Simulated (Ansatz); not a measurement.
The system is Cu.

```
CELL_PARAMETERS angstrom
0.00000 1.80750 1.80750
1.80750 0.00000 1.80750
1.80750 1.80750 0.00000
ATOMIC_POSITIONS crystal
Cu 0.00000 0.00000 0.00000
```

```yaml
Program: Ansatz 0.2.0
Task: relaxation of cell and atoms
Functional: PBEsol
Dispersion: D3(BJ)
Potentials_or_basis: Ansatz PAW
Cutoff: "420 eV (not typed: the program's choice for these potentials)"
k_mesh: 13 × 13 × 13
Occupations: fermi-dirac, width 0.05 eV
Spin: no spin polarisation
```

At the start: volume 11.81 Å³/atom.

Task: How do energy, volume and symmetry change on relaxing?

Result: It ends after 8 steps and the volume is 10.81 Å³/atom (-8.5 %); space group Fm-3m (No. 225, to 0.05 Å).

Step by step:
| step | energy change (eV) | largest force (eV/Å) | volume (Å³) |
| --- | --- | --- | --- |
| 1 | 0.0000 | 0.0000 | 11.81 |
| 2 | -0.0369 | 0.0000 | 11.26 |
| 3 | -0.0476 | 0.0000 | 10.71 |
| 4 | -0.0480 | 0.0000 | 10.81 |
| 5 | -0.0480 | 0.0000 | 10.80 |
| 6 | -0.0471 | 0.0000 | 10.80 |
| 7 | -0.0471 | 0.0000 | 10.81 |
| 8 | -0.0471 | 0.0000 | 10.81 |

Final structure:
```
CELL_PARAMETERS angstrom
0.00000 1.75479 1.75479
1.75479 0.00000 1.75479
1.75479 1.75479 0.00000
ATOMIC_POSITIONS crystal
Cu 0.00000 0.00000 0.00000
```

Caveat: the plane-wave basis is chosen anew once the cell has moved, so the energies of steps on either side of that aren't comparable; pairwise dispersion overbinds metals, which lowers pressure and volume; the PAW data sets come from PBE, with cores solved anew for the run's functional, which leaves a small shift of forces and pressure.
